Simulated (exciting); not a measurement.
The system is Li2S.

```xyz
3
Lattice="0.0000 2.8445 2.8445 2.8445 0.0000 2.8445 2.8445 2.8445 0.0000" Properties=species:S:1:pos:R:3 pbc="T T T"
S     0.0000    0.0000    0.0000
Li    4.2668    4.2668    4.2668
Li    1.4223    1.4223    1.4223
```

Base run:

* Program: exciting (release sodium)
* Functional: LDA
* Potentials or basis: all-electron LAPW+lo, shipped species files, valence relativity zora
* rgkmax: 7
* k mesh: 8 × 8 × 8
* Occupations: fermi-dirac, width 0.05 eV
* Spin: no spin polarisation

Its results: band gap on the k mesh 3.17 eV, indirect (least direct gap 4.08 eV).

Q: The run is repeated on the same cell with these changes: functional from LDA to PBEsol. What comes out?

A: Band gap on the k mesh 3.22 eV, indirect (least direct gap 4.13 eV).
